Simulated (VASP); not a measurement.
## SrTe: single point with PBE

The system is SrTe.

```
Sr Te
1.0
     0.00000    3.35918    3.35918
     3.35918    0.00000    3.35918
     3.35918    3.35918    0.00000
Sr Te
1 1
Direct
  0.00000 0.00000 0.00000
  0.50000 0.50000 0.50000
```

The cell comes from a database or a generator and needn't be the stable form of this composition.

```
Program             : VASP 6.6.1
Task                : single point
Functional          : PBE
Potentials or basis : VASP PAW PBE potentials, release 64 (Sr_sv, Te)
Cutoff              : 520 eV
k mesh              : 11 × 11 × 11
Occupations         : fermi-dirac, width 0.03 eV
Spin                : no spin polarisation
```

The pressure is 0.1 GPa. The band gap on the k mesh is 1.78 eV, indirect (least direct gap 2.50 eV).

Levels at points of the mesh, in eV from the valence-band top:
```
           k point  band 4  band 5  band 6  band 7  band 8  band 9  band 10  band 11  band 12  band 13
(0.00, 0.00, 0.00)  -16.73   -9.90    0.00    0.00    0.00    2.74     3.29     3.29     3.29     3.91
```

Wall time 38 s on 1 thread of Intel(R) Xeon(R) Platinum 8488C (Sapphire Rapids), with other jobs on the host, peak memory 0.24 GiB.

Caveat: spin-orbit coupling is left out, which moves the levels of the heavy elements; an odd mesh through Γ misses points on the zone boundary, where band edges often lie.
